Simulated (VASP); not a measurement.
Wanted: the native input for a VASP 6.6.1 run.

```yaml
Task: single point
Functional: PBE
Potentials_or_basis: VASP PAW PBE potentials, release 64 (Sr_sv, O)
Cutoff: 520 eV
k_mesh: 8 × 8 × 8
Occupations: gaussian, width 0.02 eV
Spin: no spin polarisation
Dipole_correction: no
Further_INCAR_settings: ALGO = Normal; EDIFF = 1e-06; NBANDS = 15
```

The structure of SrO lies in POSCAR:

```
SrO
1.0
    0.0000000000      2.4351681780      2.4351681780
    2.7435441780     -0.3083760000      2.7435441780
    2.4351681780      2.4351681780      0.0000000000
Sr O
1 1
Direct
    0.0000000000      0.0000000000      0.0000000000
    0.5000000000      0.5000000000      0.5000000000
```

Measurements of this composition are mostly on another form, of space group No. 225.

The cell isn't the ideal one: strained and moved within a subgroup.

The input as run:

INCAR

```
SYSTEM = SrO
ALGO = Normal
EDIFF = 1E-6
ENCUT = 520
GGA = PE
ISIF = 2
ISMEAR = 0
LASPH = .TRUE.
LCHARG = .FALSE.
LREAL = .FALSE.
LWAVE = .FALSE.
NBANDS = 15
NELM = 100
PREC = Accurate
SIGMA = 0.02
```

KPOINTS

```
k-points
0
G
  8 8 8
  0 0 0
```

Potentials or basis: VASP PAW PBE potentials, release 64 (Sr_sv, O).

Run with:

```console
$ cat potpaw_PBE.64/Sr_sv/POTCAR potpaw_PBE.64/O/POTCAR > POTCAR
$ mpirun -np 1 vasp_std > vasp.out
```

Results of the run:

The pressure is 1.2 GPa. The band gap on the k mesh is 2.80 eV, indirect (least direct gap 2.95 eV).

Run time: 14 s on 1 thread of Intel(R) Xeon(R) 6975P-C (Granite Rapids) (shared host), peak memory 0.18 GiB.
